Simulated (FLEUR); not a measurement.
BN under changes of volume

One of the cells (5.959 Å³/atom); the others are scaled copies at fixed shape and fractional positions:

```
CELL_PARAMETERS angstrom
0.00000 1.81300 1.81300
1.81300 0.00000 1.81300
1.81300 1.81300 0.00000
ATOMIC_POSITIONS crystal
N 0.25000 0.25000 0.25000
B 0.00000 0.00000 0.00000
```

The cell is a database's computed one.

| Property | Result |
| --- | --- |
| Program | FLEUR MaX-R8.1 (later development tree) |
| Functional | PBEsol |
| Potentials or basis | all-electron |
| Basis | FLAPW |
| Kmax | 5.41 1/bohr |
| k mesh | 13 × 13 × 13 |
| Occupations | fermi-dirac, width 0.05 eV |
| Spin | no spin polarisation |

```csv
volume (Å³/atom),energy over the lowest point (meV/atom),gap on the mesh (eV)
5.602,14.70,4.42
5.721,4.06,4.39
5.840,0.00,4.37
5.959,1.86,4.34
6.078,9.11,4.32
6.198,?,?
6.317,37.90,4.28
```

Q: What does the run at 6.198 Å³/atom give?

A: Energy over the lowest point 21.25 meV/atom; gap on the mesh 4.30 eV.

Worked out: A Birch-Murnaghan fit of order 3 (a polynomial in V^(-2/3)) to the other rows has its minimum at 5.86 Å³/atom with B0 = V·E''(V) = 387 GPa and B' = 3.9. It gives 21.34 meV/atom at 6.198 Å³/atom, against the run's 21.25. A straight line through the other rows of the gap, of slope -1.16 eV per unit of ln V, gives 4.30 eV, against the run's 4.30.

Energies are extrapolated to zero smearing.

Caveats: an odd mesh through Γ misses points on the zone boundary, where band edges often lie.
